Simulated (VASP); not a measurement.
# Li (Im-3m) in VASP: settings compared, part 2 of 2

VASP 6.6.1. Earlier steps stand in the parts before.

## (5) Relaxation of cell and atoms, PBE+D3(BJ)

INCAR

```
SYSTEM = Li
PREC = Accurate
ENCUT = 600
EDIFF = 1E-7
ISMEAR = 0
SIGMA = 0.1
LREAL = .False.
LASPH = .True.
NELM = 80
ALGO = Normal
ISIF = 3
LWAVE = .False.
LCHARG = .False.
GGA = PE
IVDW = 12
IBRION = 2
NSW = 90
EDIFFG = -0.005
```

KPOINTS

```
regular mesh
0
Gamma
  16 16 16
  0 0 0
```

POSCAR

```
Li
1.0
   -1.7392550000      1.7392550000      1.7392550000
    1.7392550000     -1.7392550000      1.7392550000
    1.7392550000      1.7392550000     -1.7392550000
Li
1
Direct
    0.0000000000      0.0000000000      0.0000000000
```

Potentials or basis: VASP PAW PBE potentials, release 64 (Li_sv).

On the command line:

```console
cat potpaw_PBE.64/Li_sv/POTCAR > POTCAR
mpirun -np 1 vasp_std > vasp.out
```

OUTCAR:

```text
SYSTEM = Li
   PREC = Accurate
   ENCUT = 600
   EDIFF = 1E-7
   ISMEAR = 0
   LREAL = .False.
   LASPH = .True.
   NELM = 80
   ISIF = 3
   GGA = PE
   IVDW = 12
   IBRION = 2
   NSW = 90
   EDIFFG = -0.005
 IVDW          = 12

 ion  position               nearest neighbor table
   1  0.000  0.000  0.000-

  LATTYP: Found a body centered cubic cell.
 ALAT       =     3.4785100000

  Lattice vectors:

 A1 = (  -1.7392550000,   1.7392550000,   1.7392550000)
 A2 = (   1.7392550000,  -1.7392550000,   1.7392550000)
 A3 = (   1.7392550000,   1.7392550000,  -1.7392550000)

Analysis of symmetry for initial positions (statically):
=====================================================================
 Subroutine PRICEL returns:
 Original cell was already a primitive cell.

 Routine SETGRP: Setting up the symmetry group for a
[... 322 lines left out ...]
--------------------------------------- Ionic step        5  -------------------------------------------

 number of electron       3.0000000 magnetization

 Free energy of the ion-electron system (eV)
  ---------------------------------------------------
  ext. energy  EPLUGINS =         0.00000000
  ---------------------------------------------------
  free energy    TOTEN  =        -1.89709078 eV

  energy without entropy =       -1.89419851  energy(sigma->0) =       -1.89564464

 E-fermi :   0.9508     XC(G=0):  -7.3260

 val. band max:        0.9496121236   @ k =   0.3750   0.0625   0.0625
 cond. band min:       0.9656346030   @ k =   0.3125   0.1875   0.0000
 fundamental gap:      0.0160224794
 Fermi energy:         0.9508395517

 k-point     1 :       0.0000    0.0000    0.0000
  band No.  band energies     occupation
      1     -45.3799      2.00000
      2      -2.7514      2.00000
      3      16.7908      0.00000
      4      16.7908      0.00000
      5      16.7909      0.00000
[... 177 lines left out ...]
 k-point    24 :       0.2500    0.1875   -0.0000
  band No.  band energies     occupation
      1     -45.3534      2.00000
      2       0.0968      2.00000
      3       7.3994      0.00000
      4       9.8988      0.00000
      5      13.0447      0.00000

 [... further k-points ...]

------------------------ aborting loop because EDIFF is reached ----------------------------------------

 Edisp (eV)   -0.18930

 E8    (eV) :    -0.0787
[... 24 lines left out ...]
  FREE ENERGIE OF THE ION-ELECTRON SYSTEM (eV)
  ---------------------------------------------------
  free  energy   TOTEN  =        -2.0863955027 eV

  energy  without entropy=       -2.0835032309  energy(sigma->0) =       -2.08494937

 reached required accuracy - stopping structural energy minimisation
```

OSZICAR:

```text
N       E                     dE             d eps       ncg     rms          rms(c)
DAV:   1     0.864419038631E+00    0.86442E+00   -0.75552E+02  1455   0.447E+02
[... 40 lines left out ...]
       N       E                     dE             d eps       ncg     rms          rms(c)
DAV:   1    -0.189711937144E+01   -0.72972E-03   -0.10405E-03  2075   0.341E-01    0.665E-02
DAV:   2    -0.189710380440E+01    0.15567E-04   -0.10828E-04  1860   0.994E-02    0.428E-02
DAV:   3    -0.189709134825E+01    0.12456E-04   -0.38525E-05  2600   0.407E-02    0.108E-02
DAV:   4    -0.189709065061E+01    0.69764E-06   -0.23633E-06  2200   0.155E-02    0.179E-03
DAV:   5    -0.189709078579E+01   -0.13518E-06   -0.28544E-07  1355   0.566E-03    0.397E-04
DAV:   6    -0.189709077974E+01    0.60451E-08   -0.16313E-08   725   0.161E-03
   5 F= -.20863955E+01 E0= -.20849494E+01  d E =-.187472E-01
```

CONTCAR:

```text
Li
   1.00000000000000
    -1.6540469437910896    1.6540469437910896    1.6540469437910899
     1.6540469437910896   -1.6540469437910896    1.6540469437910899
     1.6540469437910896    1.6540469437910896   -1.6540469437910899
  Li
     1
Direct
     0.0000000000000000    0.0000000000000000    0.0000000000000000

  0.00000000E+00  0.00000000E+00  0.00000000E+00
```

It took 14 s on 1 thread of Intel Xeon 6975P-C (Granite Rapids), shared host; peak memory 0.14 GiB.

Results:

```yaml
Free_energy: -2.0864 eV
Relaxed_volume: 18.10 Å³/atom
Relaxed_cell: a = 2.865 Å, b = 2.865 Å, c = 2.865 Å, α = 109.47°, β = 109.47°, γ = 109.47°
Space_group_after_relaxing_to_0.05_Å: Im-3m (No. 229)
Energy_gained_by_relaxing: 18.7 meV/atom
Ionic_steps: 5
Pressure_after_relaxing: 0.0 GPa
Band_gap_on_the_k_mesh: none (metal or under the smearing width)
Dispersion_energy_per_atom: -0.189 eV
```

The path:
```csv
step,energy change (eV),largest force (eV/Å),pressure (GPa),volume (Å³)
1,0.0000,0.0000,-1.82,21.05
2,-0.0074,0.0000,-1.49,20.33
3,-0.0180,0.0000,-0.45,18.65
4,-0.0187,0.0000,0.06,18.04
5,-0.0187,0.0000,-0.01,18.10
```

Final structure:
```yaml
crystal:
  lattice:
    - [-1.65405, 1.65405, 1.65405]
    - [1.65405, -1.65405, 1.65405]
    - [1.65405, 1.65405, -1.65405]
  atoms:
    - { symbol: Li, position: [0.00000, 0.00000, 0.00000] }
```

Caveat: the cutoff is under 1.25 times the usual one of these potentials, so pressure, stress and relaxed cells hold a basis-set (Pulay) error; the volume moved by -14 % from the deposited cell, more than functionals usually miss; pairwise dispersion overbinds metals, which lowers pressure and volume.

## (6) Relaxation of cell and atoms, PBEsol

INCAR: that of step 5 with these lines changed.

```diff
@@ -2,3 +2,3 @@
 PREC = Accurate
-ENCUT = 600
+ENCUT = 300
 EDIFF = 1E-7
@@ -13,4 +13,3 @@
 LCHARG = .False.
-GGA = PE
-IVDW = 12
+GGA = PS
 IBRION = 2
```

KPOINTS is that of step 5.

POSCAR is that of step 5.

Potentials or basis: VASP PAW PBE potentials, release 64 (Li_sv).

On the command line:

```console
cat potpaw_PBE.64/Li_sv/POTCAR > POTCAR
mpirun -np 1 vasp_std > vasp.out
```

Run time: 10 s. Hardware: 1 thread of Intel Xeon 6975P-C (Granite Rapids), shared host; peak memory 0.11 GiB.

The run converged, but a check on its numbers failed (symmetry, net force, bounds or a known fault of this set-up), so they aren't taken as properties of the crystal.

Caveat: the cutoff lies under the usual one of these potentials, so the numbers hold a large basis-set error; the volume moved by over 15 % at a fixed basis, so the end points are rough; the PAW data sets were made with another functional, which shifts forces and pressure a little; the volume moved by -31 % from the deposited cell, more than functionals usually miss.

## (7) The runs side by side

| level | potentials or basis | gap on the mesh (eV) | pressure (GPa) | relaxed volume (Å³/atom) |
| --- | --- | --- | --- | --- |
| PBEsol | VASP PAW PBE potentials, release 64 (Li_sv) | none | 0.0 | 20.08 |
| LDA | VASP PAW LDA potentials, release 64 (Li_sv) | none | 0.0 | 18.72 |
| PBE | VASP PAW PBE potentials, release 64 (Li_sv) | none | 0.0 | 20.10 |
| PBE+D3(BJ) | VASP PAW PBE potentials, release 64 (Li_sv) | none | 0.0 | 18.10 |

Alike in all rows: task relaxation of cell and atoms; no spin polarisation; cell relaxed; k mesh 16 × 16 × 16; cutoff (eV) 600; smearing gaussian 0.1 eV.

Caveats: the cutoff is under 1.25 times the usual one of these potentials, so pressure, stress and relaxed cells hold a basis-set (Pulay) error; the PAW data sets were made with another functional, which shifts forces and pressure a little (some runs); the volume moved by -11 % from the deposited cell, more than functionals usually miss (some runs); the volume moved by -14 % from the deposited cell, more than functionals usually miss (some runs); pairwise dispersion overbinds metals, which lowers pressure and volume (some runs).

Absolute energies hang on the potentials; compare differences alone.
